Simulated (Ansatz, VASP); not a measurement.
One calculation of Te, two programs

```
Te
1.0
    -2.95779    3.87597    1.53515
     2.95779   -3.87597    1.53515
     2.95779    3.87597   -1.53515
Te
2
Direct
  0.99907 0.24907 0.75000
  0.00093 0.75093 0.25000
```

This isn't the form of Te at room conditions, which is trigonal, of chains.

Alike in both runs: task single point; functional PBE; k mesh 6 × 6 × 6; occupations gaussian, width 0.1 eV; no spin polarisation.

```csv
,VASP,Ansatz
version,VASP 6.6.1,Ansatz 0.2.0
potentials or method,"VASP PAW PBE potentials, release 64 (Te)","scalar-relativistic, plane waves, PAW"
plane-wave cutoff (eV),520,420
valence electrons in the cell,12,32
```

|  | VASP | Ansatz | Ansatz less VASP |
| --- | --- | --- | --- |
| gap on the k mesh at the Fermi level (eV) | none | none | - |
| pressure (GPa) | 0.8 | 0.9 | +0.04 |
| largest component of the traceless stress (GPa) | 0.92 | 0.96 | +0.038 |

A gap of «none» marks a metal or a gap that the smearing closes. The two sets of potentials don't hold the same shells in valence.

Caveats: the k mesh is coarse (spacing up to 0.38 Å⁻¹), so the values aren't converged. The runs have no spin-orbit coupling, so splittings on Te are missing.
